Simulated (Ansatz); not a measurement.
Crystal: CoO.

```xyz
4
Lattice="3.1976 0.0000 0.0000 -1.5988 2.7692 0.0000 0.0000 0.0000 5.2287" Properties=species:S:1:pos:R:3 pbc="T T T"
Co    0.0000    1.8462    2.6319
Co    0.0000    0.0000    0.0182
O     0.0000    1.8462    4.5571
O     0.0000    0.0000    1.9430
```

Measurements of this composition are mostly on another form, of space group No. 225.

Base run:

- Program: Ansatz 0.2.0
- Functional: PBEsol
- Potentials or basis: all-electron LAPW, scalar-relativistic
- Cutoff: 414 eV (chosen from the basis error)
- Basis error allowed: 0.002 eV/atom
- k mesh: 10 × 10 × 5
- Occupations: fermi-dirac, width 0.05 eV
- Spin: collinear spin, ferromagnetic start
- Starting moments: [2.0, 2.0, 0.0, 0.0] μB

Its results: pressure -9.6 GPa; net moment 0.00 μB per cell; site moments Co +2.22, -2.22; O -0.16, +0.16 μB; largest force 0.125 eV/Å.

The run is repeated on the same cell with these changes: functional from PBEsol to LDA. What comes out?

Pressure -18.0 GPa; net moment 0.00 μB per cell; site moments Co +2.10, -2.10; O -0.15, +0.15 μB; largest force 0.056 eV/Å.

LDA binds more tightly than PBEsol, so the same cell stands under less pressure.

Caveats: the starting moments weren't kept.
